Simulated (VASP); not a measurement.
Set up this calculation in VASP 6.6.1, as the native input.

```yaml
Task: single point
Functional: PBE
Potentials_or_basis: VASP PAW PBE potentials, release 64 (Sr_sv)
Cutoff: 520 eV
k_mesh: 10 × 10 × 10
Occupations: fermi-dirac, width 0.05 eV
Spin: non-collinear spin, zero start, spin-orbit coupling
Starting_moments: "[[0.0, 0.0, 0.0]] μB"
Dipole_correction: no
Further_INCAR_settings: ALGO = Fast; EDIFF = 1e-06; NBANDS = 21
```

The structure of Sr lies in POSCAR:

```
Sr
1.0
   -2.4250000000      2.4250000000      2.4250000000
    2.4250000000     -2.4250000000      2.4250000000
    2.4250000000      2.4250000000     -2.4250000000
Sr
1
Direct
    0.0000000000      0.0000000000      0.0000000000
```

This isn't the form of Sr at room conditions, which is fcc.

One way to write it, as run:

INCAR

```
SYSTEM = Sr
PREC     = Accurate       ! precision mode
ENCUT    = 520            ! plane-wave cutoff, eV
EDIFF    = 1E-6           ! SCF threshold, eV
ISMEAR   = -1             ! smearing method
SIGMA    = 0.05           ! smearing width, eV
LREAL    = .False.        ! projectors in reciprocal space
LASPH    = .True.         ! aspherical terms in the spheres
NELM     = 150            ! most SCF steps
ALGO     = Fast           ! electronic algorithm
ISIF     = 2              ! what is computed and relaxed
LWAVE    = .False.        ! write WAVECAR
LCHARG   = .False.        ! write CHGCAR
MAGMOM   = 0 0 0          ! initial moments
LORBIT   = 11             ! projections on sites
LSORBIT  = .True.         ! spin-orbit coupling
GGA_COMPAT= .False.      
LORBMOM  = .True.       
GGA      = PE             ! functional
NBANDS   = 21             ! bands
```

KPOINTS

```
regular mesh
0
Gamma
  10 10 10
  0 0 0
```

Potentials or basis: VASP PAW PBE potentials, release 64 (Sr_sv).

Command:

```bash
$ cat potpaw_PBE.64/Sr_sv/POTCAR > POTCAR
$ mpirun -np 1 vasp_ncl > vasp.out
```

It gave:

The pressure is -0.6 GPa. The net moment is 0.00 μB per cell and the valence electrons inside the program's atomic spheres are Sr 7.92.

Run time: 2.6 min on 1 thread of Intel(R) Xeon(R) Platinum 8259CL CPU @ 2.50GHz (Skylake/Cascade Lake) (shared host), peak memory 0.34 GiB.
